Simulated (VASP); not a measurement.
Here is a VASP 6.6.1 calculation.

The input INCAR:

```
SYSTEM = Ba
ALGO = Normal
EDIFF = 1E-6
EDIFFG = -0.04
ENCUT = 600
GGA = PE
IBRION = 2
ISIF = 3
ISMEAR = 0
LASPH = .True.
LCHARG = .False.
LREAL = .False.
LWAVE = .False.
NELM = 100
NSW = 90
PREC = Accurate
SIGMA = 0.1
```

File KPOINTS:

```
k-points
0
Gamma
  6 6 2
  0 0 0
```

File POSCAR:

```
Ba
1.0
    4.2452580405      0.0000000000      0.0000000000
   -2.1226290202      3.6765013087      0.0000000000
    0.0000000000      0.0000000000     11.2407458926
Ba
3
Direct
    0.0000000000      0.5000000000      0.8333333333
    0.5000000000      0.0000000000      0.5000000000
    0.5000000000      0.5000000000      0.1666666667
```

Potentials or basis: VASP PAW PBE potentials, release 64 (Ba_sv).

Command:

```console
$ cat potpaw_PBE.64/Ba_sv/POTCAR > POTCAR
$ mpirun -np 1 vasp_std > vasp.out
```

**Question.** Predict the space group after relaxing (to 0.05 Å).

**Answer.** P6_422 (No. 181).

**Question.** Estimate the relaxed cell.

**Answer.** a = 4.428 Å, b = 4.428 Å, c = 11.312 Å, α = 90.00°, β = 90.00°, γ = 120.00°.

**Question.** Estimate the band gap on the k mesh.

**Answer.** None (metal or under the smearing width).

Final structure:
```cif
data_structure
_symmetry_space_group_name_H-M 'P 1'
_symmetry_Int_Tables_number 1
_cell_length_a 4.4276
_cell_length_b 4.4276
_cell_length_c 11.3122
_cell_angle_alpha 90.000
_cell_angle_beta 90.000
_cell_angle_gamma 120.000
_cell_volume 192.05
loop_
_atom_site_label
_atom_site_type_symbol
_atom_site_fract_x
_atom_site_fract_y
_atom_site_fract_z
_atom_site_occupancy
Ba1 Ba 0.00000 0.50000 0.83333 1
Ba2 Ba 0.50000 0.00000 0.50000 1
Ba3 Ba 0.50000 0.50000 0.16667 1
```

Spin-orbit coupling is left out, which matters for the levels of Ba.
